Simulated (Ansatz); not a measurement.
SnO2:

```
Sn O
1.0
     5.17526    0.00000    0.00000
     0.00000    5.17526    0.00000
     0.00000    0.00000    5.17526
Sn O
4 8
Direct
  0.00000 0.00000 0.00000
  0.50000 0.00000 0.50000
  0.50000 0.50000 0.00000
  0.00000 0.50000 0.50000
  0.66110 0.83890 0.16110
  0.83890 0.16110 0.66110
  0.16110 0.66110 0.83890
  0.33890 0.33890 0.33890
  0.66110 0.66110 0.66110
  0.83890 0.33890 0.16110
  0.16110 0.83890 0.33890
  0.33890 0.16110 0.83890
```

Measurements of this composition are mostly on another form, of space group No. 136.

Base run:

```yaml
Program: Ansatz 0.2.0
Functional: BLYP
Potentials_or_basis: Ansatz PAW
Cutoff: 420 eV
Density_cutoff: 1680 eV
k_mesh: 4 × 4 × 4
Occupations: fermi-dirac, width 0.05 eV
Spin: no spin polarisation
```

Its results: band gap on the k mesh 0.59 eV, indirect (least direct gap 0.64 eV); pressure 5.4 GPa; largest force 0.038 eV/Å.

**Question.** After a change of settings the same cell gave: band gap on the k mesh 0.51 eV, indirect (least direct gap 0.57 eV); pressure -7.2 GPa; largest force 0.022 eV/Å. Which change was it?
A. functional from BLYP to PBEsol
B. functional from BLYP to r2SCAN; cutoff from 420 eV to 500 eV; density cutoff from 1680 eV to 2000 eV; k mesh from 4 × 4 × 4 to 5 × 5 × 5
C. k mesh from 4 × 4 × 4 to 5 × 5 × 5
D. functional from BLYP to LDA

**Answer.** A.

PBEsol binds more tightly than BLYP, so the same cell stands under less pressure.

Caveats: spin-orbit coupling is left out, which moves the levels of the heavy elements; the PAW data sets come from PBE, with cores solved anew for the run's functional, which leaves a small shift of forces and pressure; the potentials were made for another functional, which shifts forces and pressure (some runs).

Not every run made on this cell is shown here.
